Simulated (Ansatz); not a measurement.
Runs of Ansatz 0.2.0 on V. It takes space group Im-3m (No. 229, cubic). Conventional cell: a = 3.029 Å, b = 3.029 Å, c = 3.029 Å, α = 90.00°, β = 90.00°, γ = 90.00°. V (site symmetry m-3m) is surrounded by 8 V at 2.62 Å. 

```tsv
task	level	potentials or basis	cell	cutoff (eV)	basis error allowed	pressure (GPa)	moment (μB)	relaxed volume (Å³/atom)
relaxation of cell and atoms	PBEsol+D4	all-electron LAPW, scalar-relativistic	relaxed	-	0.001 eV/atom	0.0	0.00	12.78
relaxation of cell and atoms	BLYP+D4	all-electron LAPW, scalar-relativistic	relaxed	-	0.001 eV/atom	0.0	0.00	13.25
relaxation of cell and atoms	revPBE+D4	all-electron LAPW, scalar-relativistic	relaxed	-	0.001 eV/atom	0.0	0.00	(a)
band structure	PBEsol	all-electron LAPW, scalar-relativistic	as given	257	0.001 eV/atom	-12.1	0.00	-
band structure	PBEsol	all-electron PAW datasets made for the crystal	as given	280	-	-12.1	0.00	-
```

Alike in all rows: spin collinear, ferromagnetic start; k mesh 12 × 12 × 12; smearing fermi-dirac 0.05 eV.

**Question.** Fill in the values left out.

**Answer.** (a) 13.23.

Caveats: the starting moments weren't kept.

Runs at the PBE level aren't shown here.
